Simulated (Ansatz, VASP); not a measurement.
# AlN in VASP and in Ansatz

```
Al N
1.0
     0.00000   -2.00133   -2.00133
     0.00000    2.00133   -2.00133
     4.00265    0.00000    0.00000
Al N
2 2
Direct
  0.50000 0.50000 0.00000
  0.00000 0.00000 0.50000
  0.50000 0.50000 0.50000
  0.00000 0.00000 0.00000
```

Change from the starting cell: mode 4 frozen in at +0.000 Å, equal normal strain along x, y and z -0.0167.

Alike in both runs: task single point; functional PBE; k mesh 8 × 8 × 6; occupations gaussian, width 0.05 eV; no spin polarisation.

```csv
,VASP,Ansatz
version,VASP 6.6.1,Ansatz 0.2.0
potentials or method,"VASP PAW PBE potentials, release 64 (Al, N)","scalar-relativistic, plane waves, PAW"
plane-wave cutoff (eV),520,520
valence electrons in the cell,16,16
```

```csv
,VASP,Ansatz,Ansatz less VASP
gap on the k mesh at the Fermi level (eV),4.90,4.93,+0.024
least direct gap on the mesh (eV),4.90,4.93,+0.024
pressure (GPa),13.7,14.0,+0.33
```

A k mesh can miss the band edges.
